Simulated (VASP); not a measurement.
# Pd (P6/mmm) in VASP: a series of runs, part 2 of 2

VASP 6.6.1.

**3. Single point, r2SCAN**

This run uses another cell than the first one, of 15.27 Å³/atom, 0.946 times its volume.

POSCAR

```
Pd
1.0
    2.6625735786      0.0000000000      0.0000000000
   -1.3312867893      2.3058563585      0.0000000000
    0.0000000000      0.0000000000      2.4878421875
Pd
1
Direct
    0.0000000000      0.0000000000      0.0000000000
```

INCAR.step1

```
SYSTEM = Pd
PREC     = Accurate       ! precision mode
ENCUT    = 520            ! plane-wave cutoff, eV
ISMEAR   = 0              ! smearing method
SIGMA    = 0.1            ! smearing width, eV
LREAL    = .False.        ! projectors in reciprocal space
LASPH    = .True.         ! aspherical terms in the spheres
NELM     = 100            ! most SCF steps
NBANDS   = 11             ! bands
GGA      = PE             ! functional
ALGO     = Normal         ! electronic algorithm
EDIFF    = 1E-4           ! SCF threshold, eV
LWAVE    = .True.         ! write WAVECAR
LCHARG   = .False.        ! write CHGCAR
```

INCAR.step2

```
SYSTEM = Pd
PREC     = Accurate       ! precision mode
ENCUT    = 520            ! plane-wave cutoff, eV
EDIFF    = 1E-6           ! SCF threshold, eV
ISMEAR   = 0              ! smearing method
SIGMA    = 0.1            ! smearing width, eV
LREAL    = .False.        ! projectors in reciprocal space
LASPH    = .True.         ! aspherical terms in the spheres
NELM     = 100            ! most SCF steps
ALGO     = Normal         ! electronic algorithm
ISIF     = 2              ! what is computed and relaxed
LWAVE    = .False.        ! write WAVECAR
LCHARG   = .False.        ! write CHGCAR
METAGGA  = R2SCAN         ! meta-GGA
LMIXTAU  = .True.       
NBANDS   = 11             ! bands
ISTART   = 1
```

KPOINTS

```
Automatic mesh
0
Gamma
  9 9 8
  0 0 0
```

Potentials or basis: VASP PAW PBE potentials, release 64 (Pd).

On the command line:

```bash
> cat potpaw_PBE.64/Pd/POTCAR > POTCAR
> cp INCAR.step1 INCAR
> mpirun -np 1 vasp_std > vasp.out
> cp INCAR.step2 INCAR
> mpirun -np 1 vasp_std > vasp.out
```

OUTCAR:

```text
SYSTEM = Pd
   PREC = Accurate
   ENCUT = 520
   EDIFF = 1E-6
   ISMEAR = 0
   LREAL = .False.
   LASPH = .True.
   NELM = 100
   ISIF = 2
   METAGGA = R2SCAN
   ISTART = 1

 ion  position               nearest neighbor table
   1  0.000  0.000  0.000-

  LATTYP: Found a hexagonal cell.
 ALAT       =     2.6625735786
 C/A-ratio  =     0.9343750000

  Lattice vectors:

 A1 = (   2.6625735786,   0.0000000000,   0.0000000000)
 A2 = (  -1.3312867893,   2.3058563585,   0.0000000000)
 A3 = (   0.0000000000,   0.0000000000,   2.4878421875)

Analysis of symmetry for initial positions (statically):
=====================================================================
 Subroutine PRICEL returns:
 Original cell was already a primitive cell.

 Routine SETGRP: Setting up the symmetry group for a
 hexagonal supercell.

 Subroutine GETGRP returns: Found 24 space group operations
 (whereof 24 operations were pure point group operations)
 out of a pool of 24 trial point group operations.

The static configuration has the point symmetry D_6h.

Analysis of symmetry for dynamics (positions and initial velocities):
[... 166 lines left out ...]
 k-point     1 :       0.0000    0.0000    0.0000
  band No.  band energies     occupation
      1       2.2647      2.00000
      2       3.7608      2.00000
      3       6.2514      2.00000
      4       6.2514      2.00000
      5       9.2730      1.40114
      6       9.2730      1.40114
      7      27.2973      0.00000
      8      27.5342      0.00000
      9      31.8062      0.00000
     10      32.7460      0.00000
     11      32.7460      0.00000
[... 309 lines left out ...]
 k-point    24 :       0.3333    0.3333    0.1250
  band No.  band energies     occupation
      1       5.4280      2.00000
      2       5.8027      2.00000
      3       5.8027      2.00000
      4       7.6221      2.00000
      5       7.6221      2.00000
      6      16.9529      0.00000
      7      16.9529      0.00000
      8      17.0416      0.00000
      9      31.8670      0.00000
     10      32.5670      0.00000
     11      32.5670      0.00000

 [... further k-points ...]

------------------------ aborting loop because EDIFF is reached ----------------------------------------

  FORCE on cell =-STRESS in cart. coord.  units (eV):
  Direction    XX          YY          ZZ          XY          YZ          ZX
  --------------------------------------------------------------------------------------
  -------------------------------------------------------------------------------------
  Total        0.3760485      0.3760485      2.4550345     -0.0000000      0.0000000      0.0000000
  in kB       39.4455287     39.4455287    257.5203093     -0.0000000      0.0000000      0.0000000
  external PRESSURE =     112.1371222 kB  Pullay stress =       0.0000000 kB

 VOLUME and BASIS-vectors are now :
 -----------------------------------------------------------------------------
  energy-cutoff  :      520.00
  volume of cell :       15.27
      direct lattice vectors                 reciprocal lattice vectors
     2.662573579  0.000000000  0.000000000     0.375576475  0.216839179  0.000000000
    -1.331286789  2.305856358  0.000000000     0.000000000  0.433678358  0.000000000
     0.000000000  0.000000000  2.487842188     0.000000000  0.000000000  0.401954756

 POSITION                                       TOTAL-FORCE (eV/Angst)
 -----------------------------------------------------------------------------------
      0.00000      0.00000      0.00000         0.000000      0.000000      0.000000
 -----------------------------------------------------------------------------------
    total drift:                               -0.000000      0.000000      0.000000

  FREE ENERGIE OF THE ION-ELECTRON SYSTEM (eV)
  ---------------------------------------------------
  free  energy   TOTEN  =       -22.6480042981 eV

  energy  without entropy=      -22.6429766895  energy(sigma->0) =      -22.64549049
```

OUTCAR.step1:

```text
SYSTEM = Pd
   PREC = Accurate
   ENCUT = 520
   ISMEAR = 0
   LREAL = .False.
   LASPH = .True.
   NELM = 100
[... 555 lines left out ...]
 -----------------------------------------------------------------------------------
      0.00000      0.00000      0.00000         0.000000      0.000000      0.000000
 -----------------------------------------------------------------------------------
    total drift:                               -0.000000      0.000000      0.000000

  FREE ENERGIE OF THE ION-ELECTRON SYSTEM (eV)
  ---------------------------------------------------
  free  energy   TOTEN  =        -4.8769967930 eV

  energy  without entropy=       -4.8709804225  energy(sigma->0) =       -4.87398861
```

OSZICAR.step1:

```text
N       E                     dE             d eps       ncg     rms          rms(c)
DAV:   1     0.441800821165E+02    0.44180E+02   -0.50665E+03  1320   0.843E+02
DAV:   2    -0.450766718271E+01   -0.48688E+02   -0.47439E+02  1489   0.184E+02
DAV:   3    -0.510754935184E+01   -0.59988E+00   -0.59874E+00  1592   0.220E+01
DAV:   4    -0.511036013790E+01   -0.28108E-02   -0.28105E-02  1571   0.154E+00
DAV:   5    -0.511039409169E+01   -0.33954E-04   -0.33955E-04  1737   0.145E-01    0.759E+00
DAV:   6    -0.489031778615E+01    0.22008E+00   -0.84340E-01  1512   0.748E+00    0.388E+00
DAV:   7    -0.488025693184E+01    0.10061E-01   -0.75563E-03  1628   0.713E-01    0.200E+00
DAV:   8    -0.487699861045E+01    0.32583E-02   -0.13496E-03  1534   0.273E-01    0.415E-02
DAV:   9    -0.487699679297E+01    0.18175E-05   -0.19386E-05  1022   0.357E-02
   1 F= -.48769968E+01 E0= -.48739886E+01  d E =-.601637E-02
```

Wall time 62 s (1 thread of Intel Xeon Platinum 8375C at 2.90GHz (Ice Lake), shared host); peak memory 0.13 GiB.

What came out:

| Item | Value |
| --- | --- |
| Free energy | -22.6480 eV |
| Pressure | 11.2 GPa |
| Band gap on the k mesh | none (metal or under the smearing width) |

Levels at points of the mesh, in eV from the Fermi level:
| k point | band 2 | band 3 | band 4 | band 5 | band 6 | band 7 | band 8 | band 9 |
| --- | --- | --- | --- | --- | --- | --- | --- | --- |
| (0.00, 0.00, 0.00) | -5.55 | -3.06 | -3.06 | -0.04 | -0.04 | 17.99 | 18.22 | 22.50 |
| (0.00, 0.00, 0.50) | -2.60 | -2.60 | -1.98 | -1.98 | 0.27 | 6.05 | 21.57 | 22.56 |

Caveat: the PAW data sets were made with another functional, which shifts forces and pressure a little.
